Tin in SnTe can be drawn with two 5s electrons that take no part in bonding, a lone pair. The electronic states of the crystal can test that drawing. Each state is divided among atom-centred functions of s, p, d or f shape. The column "projection electrons" adds up each function's share of the filled states, and "projection band centre" gives the mean energy of that share, measured from the top of the valence band. The row to be forecast is Sn2_s, the s functions on tin.

OpenMX 3.8.5, PBE-D3 without spin–orbit coupling, for SnTe (Fm-3m, 2-atom cell), with OpenMX 2013 PBE pseudopotentials and the standard basis. The k mesh is 7×7×7 for self-consistency and 9×9×9 for the Mulliken-projected density of states (tetrahedron method). Filled states are counted from a window floor of −9.7 eV, and band centres are relative to the valence top.

| projection name | projection electrons (e) | projection band centre (eV) |
| --- | --- | --- |
| Te1_s | 0.160 | -6.000 |
| Te1_p | 4.470 | -3.070 |
| Te1_d | 0.480 | -3.440 |
| Te1_f | 0.100 | -2.640 |
| Sn2_s | ? | ? |
| Sn2_p | 1.030 | -2.860 |
| Sn2_d | 0.250 | -2.920 |

**(a) Which bands do the known rows describe?**

*Solution.* Te p and Sn p together hold 85 % of the electrons in the known rows, and their centres differ by only 0.21 eV. This is the pattern of shared bands: mainly tellurium p, with tin p mixed in. The Sn p centre therefore describes tin's part in these filled bands, not the energy of the mostly empty 5p level of a tin atom.

The Te s row is not the Te 5s shell. That shell lies roughly 11 to 12 eV below the valence top, under the floor of the energy window. What remains is a little s character in higher bands, and its centre of -6.0 eV points to a separate band well below the p bands. The order of the atomic levels assigns that band to Sn 5s, which lies above Te 5s and below the p levels of both atoms.

**(b) How many electrons should Sn s hold, and where should their centre lie?**

*Solution.* The calculation treats 30 electrons per SnTe unit. Twenty fill the two 4d shells and two fill Te 5s, all below the window, so 8 remain in four bands. If the projections share out every electron, Sn s receives what the known rows leave:

$$N_s = 8 - 6.49 = 1.51\ \text{e}.$$

The forecast is 1.51 e, with a range of 1.41 to 1.61 e for rounding, mesh and window edges.

For the centre, consider two limits. If all Sn s character lay in the lower band, as for the inert pair named in the output, its centre would be that of the band, near -7 eV. Sn s character spread like that of the known rows would have its centre near -3.1 eV. The truth should lie between them, because Sn s overlaps with the p functions of its tellurium neighbours.

A diatomic molecule with one s level below one p level shows why. Mixing gives a lower state that is mostly s and an upper state that is mostly p, each with some of the other. If both are filled, the s character in the upper state still counts and places the s centre above the energy of the lower state. This need not be a rise above the unmixed s level, because mixing also pushes the lower state down. In the simplest model, without overlap, the two effects cancel exactly and the s centre stays at the unmixed level. The closer the two levels and the stronger their interaction, the further the s centre lies above the lower state. The picture is limited: in the crystal the mixing changes with wave vector, and other bands also take some Sn s character.

An energy balance turns this into a number. The lower band holds 2 electrons and the three upper bands hold 6. Their centres are rough outside estimates, -7.0 and -2.5 eV, so the four bands sum to

$$2(-7.0) + 6(-2.5) = -29.0\ \text{eV}.$$

Electrons times centre, added over the known rows, gives $6.49 \times (-3.124) = -20.3$ eV. The rest belongs to Sn s:

$$E_s = \frac{-29.0 + 20.3}{1.51} \approx -5.8\ \text{eV}.$$

The forecast is -5.8 eV, with a range of -6.8 to -4.8 eV. The range is wide because both band centres are rough and their errors are magnified, about fourfold for the upper bands and 1.3-fold for the lower band.

**(c) How do the forecasts fare, and what becomes of the lone pair?**

The withheld rows as computed:

| projection name | projection electrons (e) | projection band centre (eV) |
| --- | --- | --- |
| Sn2_s | 1.500 | -6.080 |

*Solution.* The count is 0.01 e too high, which confirms that these four bands hold the 8 electrons assigned to them. It tests the assignment of shells to the window, not the bonding. The predicted centre is 0.3 eV too shallow but within its range. Placing the upper bands a little under 0.1 eV too high, or the lower band about 0.2 eV too high, would explain the miss, and the table cannot tell which. The printed output below gives both sensitivities; the balance used the six known rows and the two estimated centres, not the Sn s row.

The Sn s centre lies 3.2 eV below that of Sn p, so tin's s and p functions contribute mainly to different bands. This difference is unaffected if the mesh misplaces the valence top, since that moves every centre equally. To this extent the lone pair is real: most of the Sn s character stays low.

It is not isolated, however. The row holds half an electron less than a full pair, so the lower band cannot be pure Sn s. Part of the missing share can lie in the filled Te 5s band below the window, but probably not most of it. The run's Mulliken charge of +1.03 e on tin leaves only about 0.2 e for all tin functions in that band, once the ten 4d electrons and tin's three rows are counted. The rest suggests some Sn s character in empty bands. The exact share also depends on the chosen functions, so 1.5 e measures orbital character and is not an ionic charge.

Nor does it measure bonding. When both mixed states are filled, as in the diatomic model, the upper one loses the energy that the lower one gains. A net gain needs mixing with empty states, and the table gives no energy for that. It shows that the pair mixes with its neighbours, not how strongly it binds them.

Numerical output:

```
Electrons expected in the window (e): 8
Electrons in the six known rows (e): 6.49
Share of Te p and Sn p in the known electrons (%): 84.75
Te p electrons divided by Sn p electrons: 4.34
Sn p centre less Te p centre (eV): 0.21
Te s centre less Te p centre (eV): -2.93
Predicted Sn s electrons (e): 1.51
Error bar of the predicted Sn s electrons (e): 0.1
Total if Sn s held an inert pair of 2 e (e): 8.49
Predicted Sn s centre (eV): -5.779
Error bar of the predicted Sn s centre (eV): 1.034
Shift of the predicted centre per eV of the upper band centre: 3.974
Shift of the predicted centre per eV of the lower band centre: 1.325
Mean centre of the known rows weighted by electrons (eV): -3.124
Computed Sn s electrons (e): 1.5
Predicted less computed Sn s electrons (e): 0.01
Total of all seven rows with the computed Sn s (e): 7.99
Computed Sn s centre (eV): -6.08
Predicted less computed Sn s centre (eV): 0.3011
Inert pair centre less computed Sn s centre (eV): -0.92
Computed Sn s centre less Sn p centre (eV): -3.22
```
